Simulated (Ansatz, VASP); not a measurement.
**Ga31P32 (V_Ga) in two plane-wave programs**

Aim: how closely do two programs agree when they are given the same cell, functional and k mesh? The cell is taken from a series of runs on this material, whose earlier steps may have relaxed, scaled, displaced or heated it; both programs get it as it stands.

Program: Ansatz 0.2.0. Level of theory: plane waves, with VASP 6.6.1 beside it; PBE. Results are calculated unless marked as measured.

### Step 1. Set-up

The cell holds 63 atoms: 31 Ga and 32 P. Cell: a = 11.012 Å, b = 11.012 Å, c = 11.012 Å, α = 90.0°, β = 90.0°, γ = 90.0°. It derives from GaP (GaP (F-43m)). Nearest the centre at fractional (0.500, 0.500, 0.500): P35 at 2.22 Å, P53 at 2.26 Å, P56 at 2.33 Å, P46 at 2.34 Å, Ga18 at 3.81 Å, Ga8 at 3.82 Å, Ga22 at 3.82 Å, Ga24 at 3.82 Å. The cell carries charge −1.

### Step 2. Ansatz: single point, PBE, pair 1

Ansatz runs on its NC files.

A single point takes one fixed geometry, so differences don't come from the geometry; what else differs is listed under the comparison.

Input file input.yaml:

```yaml
crystal:
  lattice:
    - [11.01196805, 0.0, 0.0]
    - [0.0, 0.0, -11.01196805]
    - [0.0, 11.01196805, 0.0]
  atoms:
    - { symbol: Ga, position: [0.00015305744, 4.053713e-05, 0.00010569367] }
    - { symbol: Ga, position: [-0.00010223335, 0.25011002923, 0.25048903239] }
    - { symbol: Ga, position: [0.25057481456, 8.611141e-05, 0.25041093256] }
    - { symbol: Ga, position: [0.25071769596, 0.25012508766, -0.00014858814] }
    - { symbol: P, position: [0.12552022933, 0.12539924214, 0.37512078229] }
    - { symbol: P, position: [0.12481855684, 0.37462657289, 0.12469285658] }
    - { symbol: P, position: [0.37534692172, 0.12560074836, 0.12561669493] }
    - { symbol: P, position: [0.38274555027, 0.38555147134, 0.38328430144] }
    - { symbol: Ga, position: [0.00032925865, 0.00061785772, 0.4999915934] }
    - { symbol: Ga, position: [0.00051908889, 0.25040747163, 0.74952729521] }
    - { symbol: Ga, position: [0.25166724131, 0.00098066085, 0.74874377189] }
    - { symbol: Ga, position: [0.25475140116, 0.25521480693, 0.49428787612] }
    - { symbol: P, position: [0.12555306229, 0.12493520667, 0.87473542142] }
    - { symbol: P, position: [0.12614403203, 0.37485340282, 0.62435367505] }
    - { symbol: P, position: [0.37570308593, 0.12743500085, 0.62411752489] }
    - { symbol: P, position: [0.37575871144, 0.3750693875, 0.87436523453] }
    - { symbol: Ga, position: [0.00033666774, 0.49934860657, 0.00033985243] }
    - { symbol: Ga, position: [0.00034062411, 0.74957313086, 0.25086494792] }
    - { symbol: Ga, position: [0.25349487247, 0.49367354369, 0.25361744643] }
    - { symbol: Ga, position: [0.25113685438, 0.74942972741, 0.00036444829] }
    - { symbol: P, position: [0.12602733904, 0.6243899184, 0.37446751363] }
    - { symbol: P, position: [0.12529560347, 0.87502106183, 0.12512683912] }
    - { symbol: P, position: [0.3746313685, 0.62427727964, 0.12621001368] }
    - { symbol: P, position: [0.37537200264, 0.87455577683, 0.3752662095] }
    - { symbol: Ga, position: [0.00029089462, 0.50049245527, 0.50023835349] }
    - { symbol: Ga, position: [0.0002875657, 0.74968299649, 0.74955075138] }
    - { symbol: Ga, position: [0.25274335158, 0.50152647751, 0.74738081126] }
    - { symbol: Ga, position: [0.25268436508, 0.74687371937, 0.50152302745] }
    - { symbol: P, position: [0.12543279801, 0.6253359181, 0.87515438828] }
    - { symbol: P, position: [0.12573471798, 0.87534964944, 0.62501559465] }
    - { symbol: P, position: [0.37784000331, 0.6227934473, 0.62281131768] }
    - { symbol: P, position: [0.37552488653, 0.87544193783, 0.87494458914] }
    - { symbol: Ga, position: [0.50008684085, 0.00060231348, 0.0003180041] }
    - { symbol: Ga, position: [0.49451485402, 0.25552153804, 0.25518728004] }
    - { symbol: Ga, position: [0.74871637364, 0.00099213151, 0.2515164799] }
    - { symbol: Ga, position: [0.74934961307, 0.25050761906, 0.00057042955] }
    - { symbol: P, position: [0.62420426569, 0.12744477781, 0.37574440151] }
    - { symbol: P, position: [0.62433725236, 0.37504743013, 0.12634937789] }
    - { symbol: P, position: [0.87466858148, 0.12496552876, 0.1254031662] }
    - { symbol: P, position: [0.87453687595, 0.37502814268, 0.37562106933] }
    - { symbol: Ga, position: [0.50025259465, 0.00075073157, 0.50024375534] }
    - { symbol: Ga, position: [0.50424332291, 0.25496033705, 0.74552632969] }
    - { symbol: Ga, position: [0.74968555789, 0.00022902872, 0.74970925474] }
    - { symbol: Ga, position: [0.74594610873, 0.25480070341, 0.5042886439] }
    - { symbol: P, position: [0.62499027717, 0.12573385054, 0.87472503686] }
    - { symbol: P, position: [0.61986545699, 0.38387068208, 0.61947630702] }
    - { symbol: P, position: [0.8748402886, 0.12560160783, 0.62508078795] }
    - { symbol: P, position: [0.87581721188, 0.37484363926, 0.8758855991] }
    - { symbol: Ga, position: [0.50024910273, 0.50048776625, 0.00029396889] }
    - { symbol: Ga, position: [0.50180104095, 0.74649397617, 0.25309799593] }
    - { symbol: Ga, position: [0.74741774569, 0.50182559581, 0.25301150937] }
    - { symbol: Ga, position: [0.74948128348, 0.74962260487, 0.00019846643] }
    - { symbol: P, position: [0.62275302032, 0.62237182035, 0.37871243256] }
    - { symbol: P, position: [0.62495797648, 0.87518404621, 0.12577994008] }
    - { symbol: P, position: [0.87510095504, 0.62535126193, 0.12535532813] }
    - { symbol: P, position: [0.87507111857, 0.87565349497, 0.37534178513] }
    - { symbol: Ga, position: [0.49873414998, 0.74711216681, 0.74769900558] }
    - { symbol: Ga, position: [0.74776840481, 0.49521671892, 0.74751778336] }
    - { symbol: Ga, position: [0.74803833667, 0.74722113805, 0.49825834879] }
    - { symbol: P, position: [0.62582032068, 0.62470931807, 0.87455090057] }
    - { symbol: P, position: [0.62523799939, 0.87461133492, 0.62505337035] }
    - { symbol: P, position: [0.87474270277, 0.62486415059, 0.62577922937] }
    - { symbol: P, position: [0.87511945319, 0.87517220927, 0.87514601933] }
  symmetry: { detect: false }
total_charge: -1
basis:
  xc_grid: 2
  ecutwfc: 820
hamiltonian:
  xc: pbe
  pseudopotentials: { kind: nc }
kpoints:
  mp_grid: { grid: [1, 1, 1] }
magnetization:
  spin_polarized: true
  initial_magnetization: 2
  spin_locking: { lock_magnetization: hard }
scf:
  occupations: { method: fermi_dirac, width: 0.01 }
  max_iter: 120
  lower_state_search: "off"
  n_extra_bands: 85
  convergence: { dr2_threshold: "1.0e-12 eV" }
output:
  orbitals: { bands: [v30, c30], seedname: "../ccm1.nc2" }
checkpoint:
  read: "../ccm1.nc0.run"
  write: "../ccm1.nc2.run"
  compress: false
  write_wavefunctions: false
  write_every: 100000
```

Started as:

```sh
$ ansatz run input.yaml --threads 8 --pin off --max-ram 14131MiB --backend cpu --events-out ev --progress --plain --runs-dir out
```

Numbers of over 12 decimals in the logs are rounded to 6 here.

Log:

```text
Warning: basis.ecutwfc = 820 eV is below the records' recommended 1088.45545 eV, and the density's cutoff is lower with it unless basis.ecutrho_ratio is high enough to keep the records' density cutoff: compare with a run at a higher cutoff
Warning: checkpoint.read: the run can stay near the saved state's solution: 63 site(s) moved relative to the saved geometry (max |Δs| = 9.381e-4 fractional); the SCF starts from the saved state under `checkpoint.density_extrapolation: transplant`, in force with no word given; its orbitals are not used off its sites. A run without `checkpoint.read` takes nothing of the state. A lower free energy from it at the same positions (and U, V and field ramp, if any), with starting moments typed, shows a solution that this start missed, and an equal or higher one rules none out (checkpoint.read, Limitations, in the input reference)
scf.n_extra_bands = 85 over 283 filled bands (N_el = 564.0): the run solves 368 bands
Engine: ansatz 0.2.0, aarch64-unknown-linux-gnu
Pseudopotentials: kind: nc
Pseudopotential: Ga, nc, valence charge 13, recommended cutoff 1088.45545 eV (normal), Ga.nc.azcp
Pseudopotential: P, nc, valence charge 5, recommended cutoff 598.650497 eV (normal), P.nc.azcp
Functional definition: PBE
  parameter kappa = 0.804
  parameter beta = 0.066725
  exchange = pbe_x(kappa = kappa, mu = beta*pi^2/3)
  correlation = pbe_c(beta = beta)
Crystal: 63 atoms, lattice volume = 1335.349 Å³
Basis set: ecut = 820 eV, 71327 PW (Γ), exchange–correlation on 216×216×216 points (8 copies of the dense FFT grid, shifted against one another)
Bands: 368, of which v1, the nominal top of the filled ones, is band 282 counted from 1 (281 counted from 0)
Symmetry: 1 space group operations
k-points: 1
Non-local potential: Ga, projectors of the file, l = 0: 2, l = 1: 2, l = 2: 2
Non-local potential: P, projectors of the file, l = 0: 2, l = 1: 2, l = 2: 2
Initial density: read from a saved state, or passed on in memory by an earlier SCF of this step, an earlier step, the calling program or the single point that the run made first, carried with its atoms to this geometry
Starting moments: Σ|m| = 2 μB on 63 of 63 sites; this step starts from the density that it was given
Initial wavefunctions: pseudopotential atomic-orbital guess
Functional: x = pbe(κ = 0.804, μ = 0.219515), c = pbe(β = 0.066725)
iter 1 solved again at ethr=1.46e-6 eV; its pass at ethr=3.10e-3 eV (dr2=8.21e-3 eV) is discarded
SCF iter   1: F=—  HF=-70533.177152 eV  |F-HF|=—  |Δ(HF+E_count)|=         —  Δρ=4.71e-4 (↑2.69e-4 ↓4.71e-4)  dr2=6.10e-3  dr2_m=6.16e-4  M=2.000 μB ∫|m|=2.172 μB  β_m=0.30  ethr=1.46e-6  ⟨swp⟩=6.0  Hψ=5636  notcnv=0
preconditioner: auto → Resta (q_TF=auto, 2.363 Å⁻¹)  ε∞=3.8  [insulator: Δε(μ)=0.049 eV  Ē_g=14.384 eV  σ=0.010 eV  W_gap=0.84  n_scr=304 (ndim 8)  ℏωp=24.1 eV  f_vac=0.013  D(μ)=17.95/eV (n_scr^D=80)  ε∞_Penn≈3.8]
spin=Collinear: Resta preconditioning applied to the charge; magnetization (m = ρ↑ − ρ↓) channel mixes plain (no charge-response kernel on spin).
SCF iter   2: F=—  HF=-70533.177023 eV  |F-HF|=—  |Δ(HF+E_count)|=   1.29e-4  Δρ=2.16e-4 (↑1.90e-4 ↓2.16e-4)  dr2=9.72e-4  dr2_m=1.00e-4  M=2.000 μB ∫|m|=2.174 μB  β_m=0.32  ethr=1.08e-6  ⟨swp⟩=2.0  Hψ=861  notcnv=0
SCF iter   3: F=—  HF=-70533.177135 eV  |F-HF|=—  |Δ(HF+E_count)|=   1.12e-4  Δρ=1.88e-4 (↑1.30e-4 ↓1.88e-4)  dr2=6.04e-4  dr2_m=1.14e-4  M=2.000 μB ∫|m|=2.173 μB  β_m=0.43  ethr=1.72e-7  ⟨swp⟩=2.0  Hψ=870  notcnv=0
SCF iter   4: F=—  HF=-70533.177142 eV  |F-HF|=—  |Δ(HF+E_count)|=   6.44e-6  Δρ=7.67e-5 (↑4.03e-5 ↓7.67e-5)  dr2=1.16e-4  dr2_m=2.71e-5  M=2.000 μB ∫|m|=2.171 μB  β_m=0.49  ethr=1.07e-7  ⟨swp⟩=2.5  Hψ=1146  notcnv=0
SCF iter   5: F=—  HF=-70533.177183 eV  |F-HF|=—  |Δ(HF+E_count)|=   4.16e-5  Δρ=4.22e-5 (↑1.86e-5 ↓4.22e-5)  dr2=4.45e-5  dr2_m=8.83e-6  M=2.000 μB ∫|m|=2.171 μB  β_m=0.71  ethr=2.06e-8  ⟨swp⟩=2.5  Hψ=953  notcnv=0
SCF iter   6: F=—  HF=-70533.181237 eV  |F-HF|=—  |Δ(HF+E_count)|=   4.05e-3  Δρ=1.72e-5 (↑6.57e-6 ↓1.72e-5)  dr2=1.23e-5  dr2_m=1.14e-6  M=2.000 μB ∫|m|=2.170 μB  β_m=0.80  ethr=7.88e-9  ⟨swp⟩=2.5  Hψ=1079  notcnv=0
SCF iter   7: F=—  HF=-70533.181238 eV  |F-HF|=—  |Δ(HF+E_count)|=   5.52e-7  Δρ=8.51e-6 (↑2.98e-6 ↓8.51e-6)  dr2=4.09e-6  dr2_m=2.62e-7  M=2.000 μB ∫|m|=2.170 μB  β_m=0.75  ethr=2.17e-9  ⟨swp⟩=2.0  Hψ=947  notcnv=0
SCF iter   8: F=—  HF=-70533.181238 eV  |F-HF|=—  |Δ(HF+E_count)|=   7.85e-8  Δρ=1.15e-6 (↑8.93e-7 ↓1.15e-6)  dr2=7.71e-8  dr2_m=4.80e-9  M=2.000 μB ∫|m|=2.170 μB  β_m=0.79  ethr=7.25e-10  ⟨swp⟩=2.5  Hψ=952  notcnv=0
SCF iter   9: F=—  HF=-70533.181238 eV  |F-HF|=—  |Δ(HF+E_count)|=   1.61e-8  Δρ=4.77e-7 (↑3.49e-7 ↓4.77e-7)  dr2=1.55e-8  dr2_m=5.01e-10  M=2.000 μB ∫|m|=2.170 μB  β_m=0.80  ethr=1.37e-11  ⟨swp⟩=2.5  Hψ=1201  notcnv=0
[...]
Free energy (F): -70533.181238 eV
Harris-Foulkes:  -70533.181238 eV  (|F-HF|=1.46e-11)
Internal energy: -70533.174450 eV  (E = F + TS)
E sigma→0 (E₀):  -70533.177844 eV
Entropy (-TS):   -0.006787 eV (-0.108 meV/atom)
Fermi energy:    7.389199 (↑ 7.918383, ↓ 7.389199) eV
--- Per-component energies (eV) ---
  E_band       = -1813.080300
  E_kinetic    = 55035.632739
  E_local      = -64633.669143  (includes V_loc(G=0)·N_el)
  E_nonlocal   = -24332.123778
  E_hartree    = 22724.593377
  E_xc         = -19453.521737
  E_vxc        = -13332.106869  (∫ρ·V_xc dr)
  E_ewald      = -39874.085909
  E_smearing   = -0.006787  (= −TS)
  E_closure    = 0.000000  (closes the sum)
  E_deformation_potential = -13.330552  (in the stress; not in F)
  Σ components = -70533.181238   (vs F -70533.181238, Δ=0.00e0)
--- Band table (eV) ---
  k-point 0 ↑: bands = [... 278 lower, 6.6237, 6.6895, 7.1394, 7.1768, 7.2585, 8.5839, 8.5906, 8.6021, ... 82 higher]
  k-point 0 ↓: bands = [... 278 lower, 6.7822, 6.7965, 7.3664, 7.4161, 7.4242, 8.6040, 8.6146, 8.6171, ... 82 higher]
```

### Step 3. VASP: single point, PBE, pair 1

The same cell, functional, mesh and smearing now go to VASP, with its own data sets.

Lines of VASP's logs that name or quote its potential files are left out, and so is its time.

Input file INCAR:

```
SYSTEM = Ga31P32
PREC = Accurate
ENCUT = 400
EDIFF = 1E-06
NELM = 200
ISMEAR = -1
SIGMA = 0.01
LREAL = Auto
ALGO = Normal
GGA = PE
NELECT = 564
NBANDS = 328
ISPIN = 2
MAGMOM = 0 0 0 0 0 0 0 0 0 0 0 0 -0 -0 0 0 0 0 0 0 -0 0 0 0 -0 0 0 -0 0 0 0 0.02 0.01 0.02 0.07 0.02 0.01 0.01 0.01 0.01 0.02 0.01 0.01 0.04 0.04 0.21 0.04 0.01 0.01 0.02 0.01 0.03 0.11 0.03 0.02 0.2 0.04 0.04 0.03 0.01 0 0.01 0.02
LORBIT = 11
LWAVE = .FALSE.
LCHARG = .FALSE.
ISIF = 2
NUPDOWN = 2
LASPH = .TRUE.
GGA_COMPAT = .FALSE.
NCORE = 2
```

Input file POSCAR:

```
Ga31P32
1.0
   11.0119680541      0.0000000000      0.0000000000
    0.0000000000      0.0000000000    -11.0119680541
    0.0000000000     11.0119680541      0.0000000000
Ga P
31 32
Direct
    0.0001530574      0.0000405371      0.0001056937
    0.9998977666      0.2501100292      0.2504890324
    0.2505748146      0.0000861114      0.2504109326
    0.2507176960      0.2501250877      0.9998514119
    0.0003292587      0.0006178577      0.4999915934
    0.0005190889      0.2504074716      0.7495272952
    0.2516672413      0.0009806608      0.7487437719
    0.2547514012      0.2552148069      0.4942878761
    0.0003366677      0.4993486066      0.0003398524
    0.0003406241      0.7495731309      0.2508649479
    0.2534948725      0.4936735437      0.2536174464
    0.2511368544      0.7494297274      0.0003644483
    0.0002908946      0.5004924553      0.5002383535
    0.0002875657      0.7496829965      0.7495507514
    0.2527433516      0.5015264775      0.7473808113
    0.2526843651      0.7468737194      0.5015230275
    0.5000868409      0.0006023135      0.0003180041
    0.4945148540      0.2555215380      0.2551872800
    0.7487163736      0.0009921315      0.2515164799
    0.7493496131      0.2505076191      0.0005704296
    0.5002525947      0.0007507316      0.5002437553
    0.5042433229      0.2549603370      0.7455263297
    0.7496855579      0.0002290287      0.7497092547
    0.7459461087      0.2548007034      0.5042886439
    0.5002491027      0.5004877662      0.0002939689
    0.5018010409      0.7464939762      0.2530979959
    0.7474177457      0.5018255958      0.2530115094
    0.7494812835      0.7496226049      0.0001984664
    0.4987341500      0.7471121668      0.7476990056
    0.7477684048      0.4952167189      0.7475177834
    0.7480383367      0.7472211381      0.4982583488
    0.1255202293      0.1253992421      0.3751207823
    0.1248185568      0.3746265729      0.1246928566
    0.3753469217      0.1256007484      0.1256166949
    0.3827455503      0.3855514713      0.3832843014
    0.1255530623      0.1249352067      0.8747354214
    0.1261440320      0.3748534028      0.6243536750
    0.3757030859      0.1274350008      0.6241175249
    0.3757587114      0.3750693875      0.8743652345
    0.1260273390      0.6243899184      0.3744675136
    0.1252956035      0.8750210618      0.1251268391
    0.3746313685      0.6242772796      0.1262100137
    0.3753720026      0.8745557768      0.3752662095
    0.1254327980      0.6253359181      0.8751543883
    0.1257347180      0.8753496494      0.6250155947
    0.3778400033      0.6227934473      0.6228113177
    0.3755248865      0.8754419378      0.8749445891
    0.6242042657      0.1274447778      0.3757444015
    0.6243372524      0.3750474301      0.1263493779
    0.8746685815      0.1249655288      0.1254031662
    0.8745368760      0.3750281427      0.3756210693
    0.6249902772      0.1257338505      0.8747250369
    0.6198654570      0.3838706821      0.6194763070
    0.8748402886      0.1256016078      0.6250807880
    0.8758172119      0.3748436393      0.8758855991
    0.6227530203      0.6223718204      0.3787124326
    0.6249579765      0.8751840462      0.1257799401
    0.8751009550      0.6253512619      0.1253553281
    0.8750711186      0.8756534950      0.3753417851
    0.6258203207      0.6247093181      0.8745509006
    0.6252379994      0.8746113349      0.6250533703
    0.8747427028      0.6248641506      0.6257792294
    0.8751194532      0.8751722093      0.8751460193
```

Input file KPOINTS:

```
Automatic mesh
0
Gamma
1 1 1
0 0 0
```

PAW data sets: Ga_d and P (PBE family, release 64).

Started as:

```sh
$ mpirun -np 8 vasp_gam
```

Log:

```text
[banner, memory and clock lines left out]
running    8 mpi-ranks, on    1 nodes
[...]
LDA part: xc-table for (Slater+PW92), standard interpolation
 POSCAR, INCAR and KPOINTS ok, starting setup
[...]
entering main loop
       N       E                     dE             d eps       ncg     rms          rms(c)
DAV:   1     0.912490137357E+04    0.91249E+04   -0.19804E+05  1440   0.252E+03
DAV:   2     0.217697364046E+04   -0.69479E+04   -0.67238E+04  1312   0.714E+02
DAV:   3     0.107267507536E+02   -0.21662E+04   -0.20500E+04  1688   0.248E+02
DAV:   4    -0.268685765388E+03   -0.27941E+03   -0.27098E+03  1640   0.876E+01
DAV:   5    -0.284319396811E+03   -0.15634E+02   -0.15505E+02  1912   0.229E+01BRMIX: very serious problems
 the old and the new charge density differ
 old charge density:   563.00000 new  564.00003
    0.244E+01
DAV:   6    -0.276777380255E+03    0.75420E+01   -0.20796E+01  1848   0.172E+01    0.142E+01
DAV:   7    -0.276107359009E+03    0.67002E+00   -0.11998E+01  1480   0.710E+00    0.507E+00
DAV:   8    -0.276037848295E+03    0.69511E-01   -0.17310E+00  1464   0.839E+00    0.286E+00
DAV:   9    -0.276127630666E+03   -0.89782E-01   -0.68231E-01  1576   0.247E+00    0.110E+00
[...]
DAV:  20    -0.276117493581E+03   -0.18718E-05   -0.41378E-06  1096   0.967E-03    0.106E-02
DAV:  21    -0.276117494983E+03   -0.14024E-05   -0.82225E-06  1176   0.107E-02    0.375E-03
DAV:  22    -0.276117495312E+03   -0.32880E-06   -0.29104E-06  1032   0.579E-03
   1 F= -.27611750E+03 E0= -.27611369E+03  d E =-.760773E-02  mag=     2.0000
```

OUTCAR, selected parts (step 3):

```text
  FREE ENERGIE OF THE ION-ELECTRON SYSTEM (eV)
  ---------------------------------------------------
  free  energy   TOTEN  =      -276.1174953119 eV

  energy  without entropy=     -276.1098875851  energy(sigma->0) =     -276.11369145

 magnetization (x)
# of ion       s       p       d       tot
------------------------------------------
    1       -0.001   0.000   0.002   0.001
    2       -0.001   0.001   0.001   0.001
    3       -0.001   0.000   0.001   0.001
    4       -0.001   0.001   0.001   0.001
    5       -0.002   0.006   0.004   0.008
    6       -0.001   0.000   0.002   0.001
    7       -0.001   0.000   0.002   0.001
    8       -0.001   0.005   0.003   0.007
    9       -0.002   0.004   0.004   0.006
   10       -0.001  -0.000   0.002   0.001
   11       -0.001  -0.000   0.003   0.002
   12       -0.001  -0.000   0.002   0.001
   13       -0.000  -0.001   0.001   0.000
[...]
--------------------------------------------------
tot          0.029   0.983   0.087   1.100

[... 1 further part left out ...]
```

The run ends at a pressure of 0.80 GPa, with forces up to 0.029 eV/Å.

### Step 4. Differences

Known differences besides the potentials themselves: VASP starts from the moments at which Ansatz ended; the cutoff is 820 eV in Ansatz and 400 eV in VASP (PREC = Accurate, projectors in real space); site moments are counted in spheres of each program's own size; Ansatz's log warns that its cutoff lies below the recommended one. Total energies have different zeros and are not compared.

Compared:

| quantity | Ansatz | VASP | difference |
| --- | --- | --- | --- |
| total moment, fixed by the input (μB) | 2.00 | 2.00 | 0.00 |
| moment on P46 (μB) | 0.21 | 0.19 | +0.02 |
| moment on P56 (μB) | 0.20 | 0.18 | +0.02 |
| moment on P53 (μB) | 0.12 | 0.11 | +0.01 |
| moment on P35 (μB) | 0.07 | 0.06 | 0.00 |

The cell carries a charge of -1 e against a uniform background, so its pressure also hangs on how the neutralising background is counted, and in a defect's cell a gap may be the spacing between its levels.

(Continued in part 2 of 2.)

[Lines on the potential files, build, host, timing and source positions are cut from VASP's logs without a mark.]

[Logs are printed without paths, hosts, clocks, repeated set-up lines and the standing remarks that a program may print on its own settings, such as how far it seeks lower states.]

[Hosts, paths, dates, database ids (printed as entryN), source tags and the programs' standing remarks are cut or masked in the printed files.]
